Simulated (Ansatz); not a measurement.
GaAs, 2 atoms in the cell. Symmetry: P4/mmm, No. 123, tetragonal system. The conventional cell has a = 3.810 Å, b = 3.810 Å, c = 2.739 Å, α = 90.00°, β = 90.00°, γ = 90.00°. Ga (site symmetry 4/mmm) has 4 As at 2.69 Å and 2 Ga at 2.74 Å as nearest neighbours. As (site symmetry 4/mmm) is surrounded by 4 Ga at 2.69 Å and 2 As at 2.74 Å. The cell was built by a generator and needn't be a form met in nature.

* Program: Ansatz 0.2.0
* Task: relaxation of cell and atoms
* Functional: HSEsol
* Potentials or basis: Ansatz PAW
* Cutoff: 420 eV (not typed: the program's choice for these potentials)
* k mesh: 4 × 4 × 5
* Occupations: fermi-dirac, width 0.05 eV
* Spin: no spin polarisation

Hardware: 1 × NVIDIA H100 80GB HBM3 with 2 threads of AMD EPYC 7R13 Processor (Zen 3) (shared host).

Task: How long does it take, and how much memory?

Result: Run time: 65 s on 1 × NVIDIA H100 80GB HBM3 with 2 threads of AMD EPYC 7R13 Processor (Zen 3), on a shared host, peak memory 1.6 GiB. Counts: scf iterations 108, plane waves 737, k points 18, bands 18, ion steps 7.
